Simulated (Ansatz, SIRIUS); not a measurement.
This is a calculation of Co for Ansatz 0.2.0.

The input input.yaml:

```yaml
crystal:
  lattice:
    - [2.4873648738, 0.0, 0.0]
    - [-1.2436824369, 2.1541211692, 0.0]
    - [0.0, 0.0, 4.0632895034]
  atoms:
    - { symbol: Co, position: [0.3333333333, 0.6666666667, 0.740139], spin: 2.0 }
    - { symbol: Co, position: [0.6666666667, 0.3333333333, 0.259861], spin: 2.0 }
kpoints:
  mp_grid: { grid: [12, 12, 7] }
scf:
  occupations: { method: fermi_dirac, width: 0.05 }
hamiltonian:
  xc: pbesol
  pseudopotentials: { kind: all_electron, lapw: { basis_error: 0.001 } }
magnetization:
  spin_polarized: true
output:
  forces: true
  stress: true
  eigenvalues: true
  populations: true
```

Potentials or basis: all-electron LAPW, scalar-relativistic.

Command:

```console
$ ansatz run input.yaml --threads 2 --pin off --max-ram 6144MiB --backend cpu --events-out ev --progress --plain --runs-dir out
```

Translate it to SIRIUS 7.12.0. Potentials or basis there: PseudoDojo 0.4.1 PBEsol standard (scalar relativistic), cutoff 1307 eV.

As run (cutoffs and basis follow the program's own potentials, and thresholds, step limits or extra output files can differ):

The input sirius.json:

```json
{
  "control": {
    "processing_unit": "cpu",
    "verbosity": 2,
    "num_bands_to_print": 26,
    "print_forces": true,
    "print_stress": true
  },
  "parameters": {
    "electronic_structure_method": "pseudopotential",
    "xc_functionals": ["XC_GGA_X_PBE_SOL", "XC_GGA_C_PBE_SOL"],
    "gk_cutoff": 9.8,
    "pw_cutoff": 19.6,
    "ngridk": [12, 12, 7],
    "shiftk": [0, 0, 0],
    "smearing": "fermi_dirac",
    "smearing_width": 0.0018374661,
    "num_bands": 26,
    "num_mag_dims": 1,
    "num_dft_iter": 100,
    "energy_tol": 1e-08,
    "density_tol": 1e-06
  },
  "iterative_solver": {
    "type": "davidson",
    "min_tolerance": 1e-10
  },
  "mixer": {
    "type": "anderson",
    "beta": 0.5,
    "max_history": 8
  },
  "settings": {
    "tol_ne": 1e-10,
    "pseudo_grid_cutoff": 6.5,
    "smooth_initial_mag": true
  },
  "unit_cell": {
    "lattice_vectors": [
      [4.700438383496, 0.0, 0.0],
      [-2.350219191748, 4.070699049047, 0.0],
      [0.0, 0.0, 7.678504326493]
    ],
    "atom_coordinate_units": "lattice",
    "atom_types": ["Co"],
    "atom_files": {
      "Co": "Co.json"
    },
    "atoms": {
      "Co": [
        [0.3333333333, 0.6666666667, 0.740139, 0.0, 0.0, 2.0],
        [0.6666666667, 0.3333333333, 0.259861, 0.0, 0.0, 2.0]
      ]
    }
  }
}
```

Potentials or basis: PseudoDojo 0.4.1 PBEsol standard (scalar relativistic).

The run is started by

```sh
$ upf_to_json Co.upf
$ OMP_NUM_THREADS=1 sirius.scf --input=sirius.json --output=out.json --task=0
```

Both were run:

|  | Ansatz | SIRIUS |
| --- | --- | --- |
| Pressure | -9.4 GPa | -9.4 GPa |
| Largest force | 0.439 eV/Å | 0.442 eV/Å |
| Net moment | 3.26 μB per cell | 3.27 μB per cell |
| Absolute moment | 3.56 μB per cell | 3.58 μB per cell |

Where Ansatz's input types no cutoff or centring, it takes its own default and a Γ-centred mesh.

The magnetic state is the one that the start led to; the real crystal's order can differ.

Pressure is positive in compression.
